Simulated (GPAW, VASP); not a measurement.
This is a calculation of HfB2 for GPAW 26.7.0 (ASE script). 

Contents of run.py:

```python
from ase.dft.bandgap import bandgap
from ase.io import read, write
from ase.units import GPa
from gpaw import GPAW, PW

atoms = read('HfB2.xyz')

calc = GPAW(mode=PW(800),
            xc='LDA',
            kpts={'size': (10, 10, 8), 'gamma': True},
            occupations={'name': 'fermi-dirac', 'width': 0.05},
            setups={'Hf': ':d,4.0'},
            nbands=20,
            convergence={'density': 1e-05, 'energy': 1e-05},
            maxiter=150,
            txt='gpaw.txt')
atoms.calc = calc
energy = atoms.get_potential_energy()
forces = atoms.get_forces()
stress = atoms.get_stress()
calc.write('gs.gpw')
write('result.traj', atoms)
print(f'Energy: {energy:.6f} eV')
print('Forces (eV/A):')
print(forces.round(4))
print('Stress (GPa):', (stress / GPa).round(3))
print('Fermi level:', round(calc.get_fermi_level(), 4), 'eV')
print(f'Gap: {bandgap(calc)[0]:.4f} eV, direct: {bandgap(calc, direct=True)[0]:.4f} eV')
```

File HfB2.xyz:

```xyz
3
Lattice="3.1400000000 0.0000000000 0.0000000000 -1.5700000000 2.7193197679 0.0000000000 0.0000000000 0.0000000000 3.4800000000" Properties=species:S:1:pos:R:3 pbc="T T T"
Hf     0.0000000000      0.0000000000      0.0000000000
B      1.5700000002      0.9064399225      1.7400000000
B     -0.0000000002      1.8128798454      1.7400000000
```

Potentials or basis: the program's PAW data sets (release 1.2.1) made for this functional, pw.

The run is started by

```sh
$ OMP_NUM_THREADS=1 python run.py
```

Problem. Set up the same calculation for VASP 6.6.1. Potentials or basis there: LDA PAW files B, Hf_pv, 520 eV.

Solution. As run (cutoffs and basis follow the program's own potentials, and thresholds, step limits or extra output files can differ):

INCAR

```
SYSTEM = HfB2
ALGO = Fast
EDIFF = 1E-7
ENCUT = 520
ISIF = 2
ISMEAR = -1
LASPH = .True.
LCHARG = .False.
LDAU = .True.
LDAUJ = 0 0
LDAUL = 2 -1
LDAUPRINT = 1
LDAUTYPE = 2
LDAUU = 4 0
LMAXMIX = 4
LREAL = .False.
LWAVE = .False.
NBANDS = 15
NELM = 100
PREC = Accurate
SIGMA = 0.05
```

File KPOINTS:

```
k-points
0
Gamma
  10 10 8
  0 0 0
```

POSCAR

```
HfB2
1.0
    3.1400000000      0.0000000000      0.0000000000
   -1.5700000000      2.7193197679      0.0000000000
    0.0000000000      0.0000000000      3.4800000000
Hf B
1 2
Direct
    0.0000000000      0.0000000000      0.0000000000
    0.6666666667      0.3333333333      0.5000000000
    0.3333333333      0.6666666667      0.5000000000
```

Potentials or basis: VASP PAW LDA potentials, release 64 (Hf_pv, B).

Command:

```console
$ cat potpaw_LDA.64/Hf_pv/POTCAR potpaw_LDA.64/B/POTCAR > POTCAR
$ mpirun -np 1 vasp_std > vasp.out
```

Both were run:

|  | GPAW | VASP |
| --- | --- | --- |
| Pressure | 1.8 GPa | 1.8 GPa |

The potentials hold 18 and 16 valence electrons a cell.

The two programs' LDA may be different fits to the electron gas.

How U acts hangs on each program's projectors.

Pressure is positive in compression.
